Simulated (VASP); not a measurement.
Crystal: ZnS.

```
Zn S
1.0
     3.78499    0.00000    0.00000
    -1.89250    3.27790    0.00000
     0.00000    0.00000    6.21287
Zn S
2 2
Direct
  0.33333 0.66667 0.00041
  0.66667 0.33333 0.50041
  0.33333 0.66667 0.37459
  0.66667 0.33333 0.87459
```

The cell was built by a generator and needn't be a form met in nature.

Base run:

* Program: VASP 6.6.1
* Functional: PBEsol
* Potentials or basis: VASP PAW PBE potentials, release 64 (Zn, S)
* Cutoff: 520 eV
* k mesh: 9 × 9 × 5
* Occupations: gaussian, width 0.03 eV
* Spin: no spin polarisation

Its results: band gap on the k mesh 2.15 eV, direct.

Question: The run is repeated on the same cell with these changes: functional from PBEsol to TB-mBJ. What comes out?

Answer: Band gap on the k mesh 3.86 eV, direct.
